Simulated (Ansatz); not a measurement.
Runs of Ansatz 0.2.0 on Ti. Symmetry: P6/mmm, No. 191, hexagonal system. The conventional cell has a = 4.567 Å, b = 4.567 Å, c = 2.826 Å, α = 90.00°, β = 90.00°, γ = 120.00°. Ti (site symmetry -6m2) is surrounded by 11 Ti at 2.64 to 2.99 Å. Ti (site symmetry 6/mmm) is surrounded by 14 Ti at 2.83 to 2.99 Å. This isn't the form of Ti at room conditions, which is hcp.

| level | gap on the mesh (eV) | pressure (GPa) | relaxed volume (Å³/atom) |
| --- | --- | --- | --- |
| PBE | none | 0.0 | (a) |
| PBE+D4 | none | 0.0 | 16.86 |
| PBE+D3(BJ)-ATM | none | 0.0 | 16.41 |
| PBE+D3(BJ) | none | 0.0 | 16.24 |

Alike in all rows: task relaxation of cell and atoms; potentials or basis Ansatz PAW; no spin polarisation; cell relaxed; k mesh 7 × 7 × 9; cutoff (eV) 420; smearing fermi-dirac 0.05 eV.

Problem. Fill in the values left out.

Solution. (a) 17.14.

Caveats: the plane-wave basis is chosen anew once the cell has moved, so the energies of steps on either side of that aren't comparable; pairwise dispersion overbinds metals, which lowers pressure and volume (some runs).

A gap of «none» marks a metal or a gap under the smearing width.
